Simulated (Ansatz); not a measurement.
Runs of Ansatz 0.2.0 on CdS. The structure is trigonal, space group P3m1 (No. 156). Conventional cell: a = 4.261 Å, b = 4.261 Å, c = 5.804 Å, α = 90.00°, β = 90.00°, γ = 120.00°. Cd (site symmetry 3m) has 3 S at 2.46 Å as nearest neighbours. Around S (site symmetry 3m) lie 3 Cd at 2.46 Å. Measurements of this composition are mostly on another form, of space group No. 186.

```tsv
screening (1/Å)	gap on the mesh (eV)	pressure (GPa)	largest force (eV/Å)
0.4	2.11	(a)	0.01
0.3	2.28	-0.7	0.02
0.6	(c)	-0.4	0.01
0.15	(b)	-0.8	0.02
0.2	2.51	-0.7	0.02
0.1	2.81	-0.8	0.02
```

Alike in all rows: task single point; level HSE06 form with a typed share of exact exchange; potentials or basis Ansatz PAW; no spin polarisation; cell as given; k mesh 4 × 4 × 3; cutoff (eV) 420; smearing fermi-dirac 0.05 eV; the mesh is coarse, so values aren't converged.

**Question.** Estimate the missing entries.

**Answer.** (a) -0.6; (b) 2.65; (c) 1.87.

Caveats: all runs use coarse meshes; odd divisions of the mesh miss points on the zone boundary, where band edges often lie, so the gap on the mesh can be too wide; the PAW data sets come from PBE, with cores solved anew for the run's functional, which leaves a small shift of forces and pressure; the thresholds are loose for stress.

A k mesh can miss the band edges, and the runs leave out spin-orbit coupling on Cd.
